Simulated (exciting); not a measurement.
Input of an exciting (release sodium) run:

The input input.xml:

```xml
<input>
  <title>Ti</title>
  <structure speciespath="./" tshift="false">
    <crystal scale="1">
      <basevect>-3.101040570511 3.101040570511 3.101040570511</basevect>
      <basevect>3.101040570511 -3.101040570511 3.101040570511</basevect>
      <basevect>3.101040570511 3.101040570511 -3.101040570511</basevect>
    </crystal>
    <species speciesfile="Ti.xml" rmt="2">
      <atom coord="0.000000000000 0.000000000000 0.000000000000"/>
    </species>
  </structure>
  <groundstate do="fromscratch" ngridk="11 11 11" rgkmax="9" gmaxvr="14" lmaxapw="10" lmaxmat="10" lmaxvr="8" xctype="GGA_PBE_SOL" stype="Fermi Dirac" swidth="0.00183747" nempty="12" ValenceRelativity="iora*" epsengy="1e-05" epspot="1e-05" maxscl="60" tforce="true" outputlevel="normal"/>
</input>
```

Potentials or basis: all-electron LAPW+lo, shipped species files, valence relativity iora*.

Command:

```console
$ OMP_NUM_THREADS=1 exciting_smp
```

(1) What does it give for the band gap on the k mesh?

Answers

(1) none (metal or under the smearing width).
